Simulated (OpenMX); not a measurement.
## LiCl under changes of volume

One of the cells (17.209 Å³/atom); the others are scaled copies at fixed shape and fractional positions:

```
CELL_PARAMETERS angstrom
0.00000 2.58176 2.58176
2.58176 0.00000 2.58176
2.58176 2.58176 0.00000
ATOMIC_POSITIONS crystal
Cl 0.50000 0.50000 0.50000
Li 0.00000 0.00000 0.00000
```

* Program: OpenMX 3.8.5
* Functional: PBE
* Potentials or basis: OpenMX 2013 PBE set, Cl7.0-s2p2d1f1, Li8.0-s3p2, fixed grid of 30 × 30 × 30 points
* k mesh: 9 × 9 × 9
* Occupations: fermi-dirac, width 0.05 eV
* Spin: no spin polarisation

```csv
volume (Å³/atom),energy over the lowest point (meV/atom),gap on the mesh (eV)
15.859,13.19,6.90
16.196,7.40,6.75
16.534,?,?
17.209,0.00,6.34
17.546,0.27,6.22
17.883,1.69,6.11
```

**Question.** What does the run at 16.534 Å³/atom give?

**Answer.** Energy over the lowest point 3.36 meV/atom; gap on the mesh 6.60 eV.

Worked out: A Birch-Murnaghan fit of order 3 (a polynomial in V^(-2/3)) to the other rows has its minimum at 17.30 Å³/atom with B0 = V·E''(V) = 30 GPa and B' = 4.8. It gives 3.39 meV/atom at 16.534 Å³/atom, against the run's 3.36. A straight line through the other rows of the gap, of slope -6.62 eV per unit of ln V (its deformation potential), gives 6.62 eV, against the run's 6.60.

Energies are extrapolated to zero smearing.

Caveats: an odd mesh through Γ misses points on the zone boundary, where band edges often lie; the basis of atomic orbitals isn't converged, which shifts pressures, moduli and gaps.
